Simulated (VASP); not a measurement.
# KBr (Fm-3m) in VASP: a series of runs

The runs below take KBr through relaxation of cell and atoms, relaxation of the atoms, with LDA.

Program: VASP 6.6.1. These are calculated values, not measurements. Logs are shortened: lines on timing, memory, paths and dates and some standing lists are left out, and cuts for length are marked.

## 1. The crystal as given

It takes space group Fm-3m (No. 225, cubic). The conventional cell has a = 6.382 Å, b = 6.382 Å, c = 6.382 Å, α = 90.00°, β = 90.00°, γ = 90.00°. K (site symmetry m-3m) is surrounded by 6 Br at 3.19 Å. Around Br (site symmetry m-3m) lie 6 K at 3.19 Å.

## 2. Relaxation of cell and atoms, LDA

Contents of INCAR:

```
PREC = Accurate
ENCUT = 600
EDIFF = 1E-7
ISMEAR = 0
SIGMA = 0.03
LREAL = False
LASPH = True
NELM = 80
ALGO = Normal
ISIF = 3
LWAVE = False
LCHARG = False
IBRION = 2
NSW = 90
EDIFFG = -0.005
```

Contents of KPOINTS:

```
regular mesh
0
Gamma
  8 8 8
```

Contents of POSCAR:

```
KBr                                     
1.0
    0.0000000000      3.1909146434      3.1909146434
    3.1909146434      0.0000000000      3.1909146434
    3.1909146434      3.1909146434      0.0000000000
  K               Br            
     1     1
Direct
     1.0000000000000000    0.0000000000000000    0.0000000000000000
     0.5000000000000000    0.5000000000000000    0.5000000000000000
```

Potentials or basis: VASP PAW LDA potentials, release 64 (K_sv, Br).

Started as:

```
$ cat potpaw_LDA.64/K_sv/POTCAR potpaw_LDA.64/Br/POTCAR > POTCAR
$ mpirun -np 1 vasp_std > vasp.out
```

OUTCAR:

```text
PREC = Accurate
   ENCUT = 600
   EDIFF = 1E-7
   ISMEAR = 0
   LREAL = False
   LASPH = True
   NELM = 80
   ISIF = 3
   IBRION = 2
   NSW = 90
   EDIFFG = -0.005

 ion  position               nearest neighbor table
   1  0.000  0.000  0.000-   2 3.19   2 3.19   2 3.19   2 3.19   2 3.19   2 3.19
   2  0.500  0.500  0.500-   1 3.19   1 3.19   1 3.19   1 3.19   1 3.19   1 3.19

  LATTYP: Found a face centered cubic cell.
 ALAT       =     6.3818292868

  Lattice vectors:

 A1 = (   0.0000000000,   3.1909146434,   3.1909146434)
 A2 = (   3.1909146434,   0.0000000000,   3.1909146434)
 A3 = (   3.1909146434,   3.1909146434,   0.0000000000)

Analysis of symmetry for initial positions (statically):
=====================================================================
 Subroutine PRICEL returns:
 Original cell was already a primitive cell.

 Routine SETGRP: Setting up the symmetry group for a
 face centered cubic supercell.

 Subroutine GETGRP returns: Found 48 space group operations
 (whereof 48 operations were pure point group operations)
 out of a pool of 48 trial point group operations.

The static configuration has the point symmetry O_h .

Analysis of symmetry for dynamics (positions and initial velocities):
=====================================================================
 Subroutine PRICEL returns:
 Original cell was already a primitive cell.

 Routine SETGRP: Setting up the symmetry group for a
 face centered cubic supercell.

 Subroutine GETGRP returns: Found 48 space group operations
 (whereof 48 operations were pure point group operations)
 out of a pool of 48 trial point group operations.

The dynamic configuration has the point symmetry O_h .

 Subroutine INISYM returns: Found 48 space group operations
 (whereof 48 operations are pure point group operations),
 and found     1 'primitive' translations

----------------------------------------------------------------------------------------

                                     Primitive cell

  volume of cell :      64.9794

  direct lattice vectors                    reciprocal lattice vectors
     0.000000000  3.190914643  3.190914643    -0.156694884  0.156694884  0.156694884
     3.190914643  0.000000000  3.190914643     0.156694884 -0.156694884  0.156694884
     3.190914643  3.190914643  0.000000000     0.156694884  0.156694884 -0.156694884

  length of vectors
     4.512634765  4.512634765  4.512634765     0.271403500  0.271403500  0.271403500

  position of ions in fractional coordinates (direct lattice)
     0.000000000  0.000000000  0.000000000
     0.500000000  0.500000000  0.500000000

  ion indices of the primitive-cell ions
   primitive index   ion index
                 1           1
                 2           2

----------------------------------------------------------------------------------------

 KPOINTS: regular mesh

Automatic generation of k-mesh.
 Grid dimensions read from file:
 generate k-points for:    8    8    8

 Generating k-lattice:

  Cartesian coordinates                     Fractional coordinates (reciprocal lattice)
    -0.019586861  0.019586861  0.019586861     0.125000000  0.000000000  0.000000000
     0.019586861 -0.019586861  0.019586861     0.000000000  0.125000000  0.000000000
     0.019586861  0.019586861 -0.019586861     0.000000000  0.000000000  0.125000000

  Length of vectors
     0.033925438  0.033925438  0.033925438

  Shift w.r.t. Gamma in fractional coordinates (k-lattice)
     0.000000000  0.000000000  0.000000000

 Subroutine IBZKPT returns following result:
 ===========================================

 Found     29 irreducible k-points:

 Following reciprocal coordinates:
            Coordinates               Weight
  0.000000  0.000000  0.000000      1.000000
  0.125000  0.000000  0.000000      8.000000
  0.250000  0.000000  0.000000      8.000000
  0.375000  0.000000  0.000000      8.000000
  0.500000  0.000000  0.000000      4.000000
  0.125000  0.125000  0.000000      6.000000
[... 16 lines left out ...]
  0.500000  0.250000  0.125000     48.000000
 -0.375000  0.250000  0.125000     24.000000
 [... further k-points ...]
   k-points           NKPTS =     29   k-points in BZ     NKDIM =     29   number of bands    NBANDS=     12
   number of dos      NEDOS =    301   number of ions     NIONS =      2
   total plane-waves  NPLWV =  46656
   dimension x,y,z NGX =    36 NGY =   36 NGZ =   36
   dimension x,y,z NGXF=    72 NGYF=   72 NGZF=   72
   ions per type =               1   1
   NGX,Y,Z   is equivalent  to a cutoff of  13.26, 13.26, 13.26 a.u.
   NGXF,Y,Z  is equivalent  to a cutoff of  26.52, 26.52, 26.52 a.u.
 SYSTEM =  unknown system
   PREC   = accura    normal or accurate (medium, high low for compatibility)
   ISTART =      0    job   : 0-new  1-cont  2-samecut
   ICHARG =      2    charge: 1-file 2-atom 10-const
   ISPIN  =      1    spin polarized calculation?
   LNONCOLLINEAR =      F non collinear calculations
   LSORBIT =      F    spin-orbit coupling
   LASPH  =      T    aspherical Exc in radial PAW
   ENCUT  =  600.0 eV  44.10 Ry    6.64 a.u.   9.01  9.01  9.01*2*pi/ulx,y,z
   NELM   =     80;   NELMIN=  2; NELMDL= -5     # of ELM steps
   EDIFF  = 0.1E-06   stopping-criterion for ELM
   LREAL  =      F    real-space projection
   EDIFFG = -.5E-02   stopping-criterion for IOM
   NSW    =     90    number of steps for IOM
   IBRION =      2    ionic relax: 0-MD 1-quasi-New 2-CG
   NFREE  =      1    steps in history (QN), initial steepest desc. (CG)
   ISIF   =      3    stress and relaxation
   ISYM   =      2    0-nonsym 1-usesym 2-fastsym
   POTIM  = 0.5000    time-step for ionic-motion
   TEBEG  =    0.0;   TEEND  =   0.0 temperature during run
   PSTRESS=    0.0 pullay stress
   NELECT =      16.0000    total number of electrons
   NUPDOWN=      -1.0000    fix difference up-down
   EMIN   =  10.00;   EMAX   =-10.00  energy-range for DOS
   EFERMI =   0.00;   METHOD = LEGACY
   ISMEAR =     0;   SIGMA  =   0.03  broadening in eV -4-tet -1-fermi 0-gaus
   EFERMI_NEDOS =   21; number of points for ismear=-14 and -15
   IALGO  =     38    algorithm
   IMIX   =      4    mixing-type and parameters
     AMIX     =   0.40;   BMIX     =  1.00
     AMIX_MAG =   1.60;   BMIX_MAG =  1.00
  volume/ion in A,a.u.               =      32.49       219.25
  Fermi-wavevector in a.u.,A,eV,Ry     =   1.026100  1.939048 14.325315  1.052881
  Thomas-Fermi vector in A             =   2.159975
   LORBIT       =      0    0 simple, 1 ext, 2 COOP (PROOUT), +10 PAW based schemes
   GGA     = CA    functional components
   LHFCALC =     F    Hartree Fock is set to
   AEXX    =    0.0000 exact exchange contribution
   IVDW    =     0    specifies the selected vdW correction
   LEPSILON=     F    determine dielectric tensor
   LRPA    =     F    only Hartree local field effects (RPA)
 conjugate gradient relaxation of ions
 non-spin polarized calculation
 Gauss-broadening in eV      SIGMA  =   0.03
  energy-cutoff  :      600.00
  volume of cell :       64.98
 maximum number of plane-waves:      2200
   NGX = 17   NGY = 17   NGZ = 17

 number of electron      16.0000000 magnetization

 Free energy of the ion-electron system (eV)
  ---------------------------------------------------
  ext. energy  EPLUGINS =         0.00000000
  ---------------------------------------------------
  free energy    TOTEN  =        -6.83476848 eV

  energy without entropy =       -6.83476848  energy(sigma->0) =       -6.83476848

 E-fermi :  -1.2941     XC(G=0):  -8.2967

 val. band max:       -1.4681949869   @ k =   0.0000   0.0000   0.0000
 cond. band min:       2.8471329824   @ k =   0.0000   0.0000   0.0000
 fundamental gap:      4.3153279693
 Fermi energy:        -1.2941331754

 k-point     1 :       0.0000    0.0000    0.0000
  band No.  band energies     occupation
      1     -28.6866      2.00000
      2     -13.9291      2.00000
      3     -12.4117      2.00000
      4     -12.4117      2.00000
      5     -12.4117      2.00000
      6      -1.4682      2.00000
      7      -1.4682      2.00000
      8      -1.4682      2.00000
      9       2.8471      0.00000
     10       5.8722      0.00000
     11       5.8722      0.00000
     12       5.8722      0.00000

 k-point     2 :       0.1250    0.0000    0.0000
  band No.  band energies     occupation
      1     -28.6850      2.00000
      2     -13.9623      2.00000
      3     -12.4129      2.00000
      4     -12.4129      2.00000
      5     -12.3647      2.00000
      6      -1.7577      2.00000
      7      -1.5401      2.00000
      8      -1.5401      2.00000
      9       3.2997      0.00000
     10       5.7690      0.00000
     11       6.0791      0.00000
     12       6.0791      0.00000

 k-point     3 :       0.2500    0.0000    0.0000
  band No.  band energies     occupation
      1     -28.6812      2.00000
      2     -14.0357      2.00000
      3     -12.4156      2.00000
      4     -12.4156      2.00000
      5     -12.2573      2.00000
      6      -2.3193      2.00000
      7      -1.7039      2.00000
      8      -1.7039      2.00000
      9       4.2119      0.00000
     10       5.8309      0.00000
     11       6.6571      0.00000
     12       6.6571      0.00000
[... 286 lines left out ...]
 k-point    23 :       0.5000    0.2500    0.1250
  band No.  band energies     occupation
      1     -28.6754      2.00000
      2     -14.0237      2.00000
      3     -12.4670      2.00000
      4     -12.4346      2.00000
      5     -12.2337      2.00000
      6      -2.6169      2.00000
      7      -1.9628      2.00000
      8      -1.8881      2.00000
      9       5.1970      0.00000
     10       5.8162      0.00000
     11       7.4958      0.00000
     12       7.9410      0.00000

 k-point    24 :      -0.3750    0.2500    0.1250
  band No.  band energies     occupation
      1     -28.6741      2.00000
      2     -14.0271      2.00000
      3     -12.4685      2.00000
      4     -12.4445      2.00000
      5     -12.2225      2.00000
      6      -2.6632      2.00000
      7      -2.0514      2.00000
      8      -1.9329      2.00000
      9       5.4071      0.00000
     10       6.2204      0.00000
     11       7.5810      0.00000
     12       7.9060      0.00000

 [... further k-points ...]

------------------------ aborting loop because EDIFF is reached ----------------------------------------

  FORCE on cell =-STRESS in cart. coord.  units (eV):
  Direction    XX          YY          ZZ          XY          YZ          ZX
  --------------------------------------------------------------------------------------
  -------------------------------------------------------------------------------------
  Total        0.0027688      0.0027688      0.0027688      0.0000000      0.0000000      0.0000000
  in kB        0.0682685      0.0682685      0.0682685      0.0000000      0.0000000      0.0000000
  external PRESSURE =       0.0682685 kB  Pullay stress =       0.0000000 kB

 VOLUME and BASIS-vectors are now :
 -----------------------------------------------------------------------------
  energy-cutoff  :      600.00
  volume of cell :       64.98
      direct lattice vectors                 reciprocal lattice vectors
     0.000000000  3.190914643  3.190914643    -0.156694884  0.156694884  0.156694884
     3.190914643  0.000000000  3.190914643     0.156694884 -0.156694884  0.156694884
     3.190914643  3.190914643  0.000000000     0.156694884  0.156694884 -0.156694884

 POSITION                                       TOTAL-FORCE (eV/Angst)
 -----------------------------------------------------------------------------------
      0.00000      0.00000      0.00000         0.000000      0.000000     -0.000000
      3.19091      3.19091      3.19091        -0.000000      0.000000      0.000000
 -----------------------------------------------------------------------------------
    total drift:                                0.000000      0.000000      0.000000

  FREE ENERGIE OF THE ION-ELECTRON SYSTEM (eV)
  ---------------------------------------------------
  free  energy   TOTEN  =        -6.8347684751 eV

  energy  without entropy=       -6.8347684751  energy(sigma->0) =       -6.83476848

 reached required accuracy - stopping structural energy minimisation
```

Wall time 17 s (1 thread of Intel Xeon 6975P-C (Granite Rapids), shared host); peak memory 0.18 GiB.

What came out:

```yaml
Free_energy: -6.8348 eV
Pressure_after_relaxing: 0.0 GPa
Band_gap_on_the_k_mesh: 4.32 eV, direct
```

Final structure:
```yaml
crystal:
  lattice:
    - [0.00000, 3.19091, 3.19091]
    - [3.19091, 0.00000, 3.19091]
    - [3.19091, 3.19091, 0.00000]
  atoms:
    - { symbol: K, position: [0.00000, 0.00000, 0.00000] }
    - { symbol: Br, position: [0.50000, 0.50000, 0.50000] }
```

Caveat: the relaxation stopped at its first step, so nothing moved. A k mesh can miss the band edges.

## 3. Relaxation of the atoms, LDA (a relaxed cell with its volume scaled by 0.94)

INCAR: that of step 2 with these lines changed.

```diff
@@ -9,3 +9,3 @@
 ALGO = Normal
-ISIF = 3
+ISIF = 2
 LWAVE = False
@@ -13,3 +13,3 @@
 IBRION = 2
-NSW = 90
-EDIFFG = -0.005
+NSW = 40
+EDIFFG = -0.01
```

KPOINTS is that of step 2.

Contents of POSCAR:

```
KBr                                     
1.0
    0.0000000000      3.1257756588      3.1257756588
    3.1257756588      0.0000000000      3.1257756588
    3.1257756588      3.1257756588      0.0000000000
  K               Br            
     1     1
Direct
     0.0000000000000000    0.0000000000000000    0.0000000000000000
     0.5000000000000000    0.5000000000000000    0.5000000000000000
```

Potentials or basis: VASP PAW LDA potentials, release 64 (K_sv, Br).

Started as:

```
$ cat potpaw_LDA.64/K_sv/POTCAR potpaw_LDA.64/Br/POTCAR > POTCAR
$ mpirun -np 1 vasp_std > vasp.out
```

Wall time 16 s (1 thread of Intel Xeon 6975P-C (Granite Rapids), shared host); peak memory 0.18 GiB.

It converged, with:

* Free energy: -6.8177 eV
* Pressure after relaxing: 1.5 GPa
* Band gap on the k mesh: 4.51 eV, direct

Final structure:
```cif
data_structure
_symmetry_space_group_name_H-M 'P 1'
_symmetry_Int_Tables_number 1
_cell_length_a 4.4205
_cell_length_b 4.4205
_cell_length_c 4.4205
_cell_angle_alpha 60.000
_cell_angle_beta 60.000
_cell_angle_gamma 60.000
_cell_volume 61.08
loop_
_atom_site_label
_atom_site_type_symbol
_atom_site_fract_x
_atom_site_fract_y
_atom_site_fract_z
_atom_site_occupancy
K1 K 0.00000 0.00000 0.00000 1
Br1 Br 0.50000 0.50000 0.50000 1
```

Levels at points of the mesh, in eV from the valence-band top:
```csv
k point,band 6,band 7,band 8,band 9,band 10,band 11
"(0.00, 0.00, 0.00)",0.00,0.00,0.00,4.51,7.32,7.32
"(0.50, 0.00, 0.00)",-1.62,-0.52,-0.52,6.58,8.50,9.92
"(0.50, 0.50, 0.00)",-1.02,-0.35,-0.35,5.30,7.48,9.43
```

Caveat: the relaxation stopped at its first step, so nothing moved. A k mesh can miss the band edges.

## 4. Relaxation of the atoms, LDA (a relaxed cell with its volume scaled by 0.96)

INCAR is that of step 3.

KPOINTS is that of step 3.

Contents of POSCAR:

```
KBr                                     
1.0
    0.0000000000      3.1477888887      3.1477888887
    3.1477888887      0.0000000000      3.1477888887
    3.1477888887      3.1477888887      0.0000000000
  K               Br            
     1     1
Direct
     0.0000000000000000    0.0000000000000000    0.0000000000000000
     0.5000000000000000    0.5000000000000000    0.5000000000000000
```

Started as:

```
$ cat potpaw_LDA.64/K_sv/POTCAR potpaw_LDA.64/Br/POTCAR > POTCAR
$ mpirun -np 1 vasp_std > vasp.out
```

Wall time 17 s (1 thread of Intel Xeon 6975P-C (Granite Rapids), shared host); peak memory 0.18 GiB.

It converged, with:

- Free energy: -6.8274 eV
- Pressure after relaxing: 0.9 GPa
- Band gap on the k mesh: 4.44 eV, direct

Final structure:
```
K Br
1.0
     0.00000    3.14779    3.14779
     3.14779    0.00000    3.14779
     3.14779    3.14779    0.00000
K Br
1 1
Direct
  0.00000 0.00000 0.00000
  0.50000 0.50000 0.50000
```

Levels at points of the mesh, in eV from the valence-band top:
| k point | band 6 | band 7 | band 8 | band 9 | band 10 | band 11 |
| --- | --- | --- | --- | --- | --- | --- |
| (0.00, 0.00, 0.00) | 0.00 | 0.00 | 0.00 | 4.44 | 7.33 | 7.33 |
| (0.50, 0.00, 0.00) | -1.57 | -0.49 | -0.49 | 6.54 | 8.43 | 9.87 |
| (0.50, 0.50, 0.00) | -1.00 | -0.35 | -0.35 | 5.34 | 7.40 | 9.40 |

Caveat: the relaxation stopped at its first step, so nothing moved.

## 5. Relaxation of the atoms, LDA (a relaxed cell with its volume scaled by 0.98)

INCAR is that of step 4.

KPOINTS is that of step 4.

Contents of POSCAR:

```
KBr                                     
1.0
    0.0000000000      3.1694984636      3.1694984636
    3.1694984636      0.0000000000      3.1694984636
    3.1694984636      3.1694984636      0.0000000000
  K               Br            
     1     1
Direct
     0.0000000000000000    0.0000000000000000    0.0000000000000000
     0.5000000000000000    0.5000000000000000    0.5000000000000000
```

Started as:

```
$ cat potpaw_LDA.64/K_sv/POTCAR potpaw_LDA.64/Br/POTCAR > POTCAR
$ mpirun -np 1 vasp_std > vasp.out
```

Run time: 20 s. Hardware: 1 thread of Intel Xeon 6975P-C (Granite Rapids), shared host; peak memory 0.17 GiB.

The run converged. Its results:

* Free energy: -6.8329 eV
* Pressure after relaxing: 0.4 GPa
* Band gap on the k mesh: 4.38 eV, direct

Final structure:
```yaml
crystal:
  lattice:
    - [0.00000, 3.16950, 3.16950]
    - [3.16950, 0.00000, 3.16950]
    - [3.16950, 3.16950, 0.00000]
  atoms:
    - { symbol: K, position: [0.00000, 0.00000, 0.00000] }
    - { symbol: Br, position: [0.50000, 0.50000, 0.50000] }
```

Levels at points of the mesh, in eV from the valence-band top:
| k point | band 5 | band 6 | band 7 | band 8 | band 9 | band 10 | band 11 | band 12 |
| --- | --- | --- | --- | --- | --- | --- | --- | --- |
| (0.00, 0.00, 0.00) | -10.91 | 0.00 | 0.00 | 0.00 | 4.38 | 7.33 | 7.33 | 7.33 |
| (0.50, 0.00, 0.00) | -10.60 | -1.52 | -0.47 | -0.47 | 6.50 | 8.36 | 9.83 | 9.83 |
| (0.50, 0.50, 0.00) | -10.98 | -0.98 | -0.34 | -0.34 | 5.38 | 7.32 | 9.38 | 9.83 |

Caveat: the relaxation stopped at its first step, so nothing moved.

## 6. Overview

```tsv
task	cell	gap on the mesh (eV)	pressure (GPa)
relaxation of cell and atoms	relaxed	4.32	0.0
relaxation of the atoms	atoms relaxed from: a relaxed cell with its volume scaled by 0.94	4.51	1.5
relaxation of the atoms	atoms relaxed from: a relaxed cell with its volume scaled by 0.96	4.44	0.9
relaxation of the atoms	atoms relaxed from: a relaxed cell with its volume scaled by 0.98	4.38	0.4
```

Alike in all rows: level LDA; potentials or basis VASP PAW LDA potentials, release 64 (K_sv, Br); no spin polarisation; k mesh 8 × 8 × 8; cutoff (eV) 600; smearing gaussian 0.03 eV.

Caveats: the relaxation stopped at its first step, so nothing moved.

Total energies depend on the potentials used, so only differences within one code and one set of settings carry meaning.
